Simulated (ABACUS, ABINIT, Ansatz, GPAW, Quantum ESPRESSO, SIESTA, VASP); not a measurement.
# Sb: programs and potentials compared

```
CELL_PARAMETERS angstrom
-0.01676 2.38071 2.40165
2.36975 0.04435 2.34054
2.40963 2.35947 0.00447
ATOMIC_POSITIONS crystal
Sb 0.99246 0.01309 0.98926
```

This isn't the form of Sb at room conditions, which is rhombohedral.

The given cell was strained at random by a few per cent at fixed volume.

Alike in all runs: task single point; functional PBE; k mesh 10 × 10 × 10; occupations fermi-dirac, width 0.05 eV; no spin polarisation; no spin-orbit coupling. Pressure is positive in compression and, in plane waves, holds the error of the finite cutoff, which Ansatz's Pulay term estimates and takes out.

| program and potentials | plane-wave cutoff (eV) | notes | band gap (eV) | pressure (GPa) | energy over the undisturbed cell (meV/atom) |
| --- | --- | --- | --- | --- | --- |
| SIESTA, files PseudoDojo sr-pbe-0.4.1-standard, DZP (energy shift 0.003 Ry; two zetas on semicore shells) | - | atomic basis; 15 valence electrons an atom on average | no gap | 3.85 | -1.66 |
| ABINIT, JTH PAW PBE v2.0 | 435 | 15 valence electrons an atom on average | no gap | 1.63 | -1.95 |
| GPAW, GPAW PAW data sets (gpaw-data 1.2.1) | 600 | 15 valence electrons an atom on average | no gap | 1.42 | -2.06 |
| ABACUS, PseudoDojo NC SR 0.4.1 PBE standard, plane waves | 1102 | 15 valence electrons an atom on average | no gap | 1.79 | -1.91 |
| VASP, PBE PAW files Sb, 520 eV | 520 | 5 valence electrons an atom on average | no gap | 1.62 | - |
| Ansatz, all-electron LAPW, scalar-relativistic | - | - | no gap | 1.76 | - |
| Quantum ESPRESSO, SSSP 1.3 efficiency PBE | 748 | 15 valence electrons an atom on average | no gap | 1.87 | -1.90 |
| Ansatz, Ansatz PAW (earlier soft set) | 420 | 15 valence electrons an atom on average | no gap | 1.76 | -1.98 |

None finds a gap. The pressure spans 1.42 (GPAW, GPAW PAW data sets (gpaw-data 1.2.1)) to 3.85 GPa (SIESTA, files PseudoDojo sr-pbe-0.4.1-standard, DZP (energy shift 0.003 Ry; two zetas on semicore shells)), with all-electron results at 1.76. The pressure on the cell as given of SIESTA, files PseudoDojo sr-pbe-0.4.1-standard, DZP (energy shift 0.003 Ry; two zetas on semicore shells) lies far from the others; the cause wasn't traced. Rows in atomic bases carry the error of their basis and grid, which can be large.

The functional is the same throughout but for its coding, so the spread measures potentials, basis and numerics; runs on potential files found faulty are left out.
